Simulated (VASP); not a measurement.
Here is a VASP 6.6.1 calculation.

The input INCAR:

```
SYSTEM = Te
PREC     = Accurate       ! precision mode
ENCUT    = 520            ! plane-wave cutoff, eV
EDIFF    = 1E-6           ! SCF threshold, eV
ISMEAR   = -1             ! smearing method
SIGMA    = 0.05           ! smearing width, eV
LREAL    = .False.        ! projectors in reciprocal space
LASPH    = .True.         ! aspherical terms in the spheres
NELM     = 100            ! most SCF steps
ALGO     = Normal         ! electronic algorithm
ISIF     = 2              ! what is computed and relaxed
LWAVE    = .False.        ! write WAVECAR
LCHARG   = .False.        ! write CHGCAR
GGA      = PE             ! functional
NBANDS   = 9              ! bands
```

Contents of KPOINTS:

```
Automatic mesh
0
Gamma
  9 9 9
  0 0 0
```

Contents of POSCAR:

```
Te
1.0
    2.3511296351      1.3574253277      1.7241180786
   -2.3511296351      1.3574253277      1.7241180786
    0.0000000000     -2.7148506555      1.7241180786
Te
1
Direct
    0.5000000000      0.5000000000      0.5000000000
```

Potentials or basis: VASP PAW PBE potentials, release 64 (Te).

Run with:

```bash
$ cat potpaw_PBE.64/Te/POTCAR > POTCAR
$ mpirun -np 1 vasp_std > vasp.out
```

**Question.** What does it give for the band gap on the k mesh?

**Answer.** None (metal or under the smearing width).

**Question.** Predict the pressure.

**Answer.** -0.6 GPa.

Stress tensor (GPa, compression positive):
```
-0.84  0.00  0.00
 0.00 -0.84  0.00
 0.00  0.00 -0.04
```

The run has no spin-orbit coupling, so splittings on Te are missing.
